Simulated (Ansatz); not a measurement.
# hcp against fcc along group 11 and 12

Level of theory: DFT, r2SCAN, plane waves (500 eV) with PAW, scalar-relativistic (Ansatz 0.2.0). (PAW data from PBE, frozen cores regenerated.)

Each structure is relaxed within its symmetry, in the lowest magnetic state of the tried starts. Differences under about 8 meV lie within the error of the k-point mesh. Some of these cells lie far above the measured volume under this functional.

```csv
element,E(hcp) − E(fcc) (meV/atom),V(hcp) (Å³/atom),V(fcc) (Å³/atom),state of hcp,state of fcc
Cu,9,11.46,11.43,spin not included,spin not included
Ag,6,17.35,17.28,spin not included,spin not included
Au,9,17.56,17.52,spin not included,spin not included
Zn,-32,14.37,14.36,spin not included,spin not included
Cd,-23,22.19,21.76,spin not included,spin not included
Hg,-17,27.76,26.75,spin not included,spin not included
```
